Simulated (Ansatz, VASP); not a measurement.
## PbSe: VASP beside Ansatz

```
Pb Se
1.0
     0.00000    3.45036    3.45036
     3.45036    0.00000    3.45036
     3.45036    3.45036    0.00000
Pb Se
1 1
Cartesian
  0.0000 0.0000 0.0000
  5.1755 5.1755 5.1755
```

Change from the starting cell: ordered vacancies on the anion sites of fluorite (F-43m, No. 216).

Alike in both runs: task relaxation of cell and atoms; functional PBE; k mesh 8 × 8 × 8; occupations gaussian, width 0.02 eV; no spin polarisation.

|  | VASP | Ansatz |
| --- | --- | --- |
| version | VASP 6.6.1 | Ansatz 0.2.0 |
| potentials or method | VASP PAW PBE potentials, release 64 (Pb_d, Se) | scalar-relativistic, plane waves, PAW |
| plane-wave cutoff (eV) | 600 | 420 |
| valence electrons in the cell | 20 | 30 |

```csv
,VASP,Ansatz,Ansatz less VASP
"gap on the k mesh at the Fermi level, each at its own relaxed structure (eV)",0.67,0.67,-0.001
relaxed volume (Å³/atom),41.08,41.08,0.000
relaxed cell length with the largest relative difference (Å),4.880,4.880,0.0000
```

The two sets of potentials don't hold the same shells in valence.

Caveats: the relaxation stopped at its first step, so nothing moved; spin-orbit coupling is left out, which as a rule narrows the gap of such compounds by several tenths of an eV. A k mesh can miss the band edges.
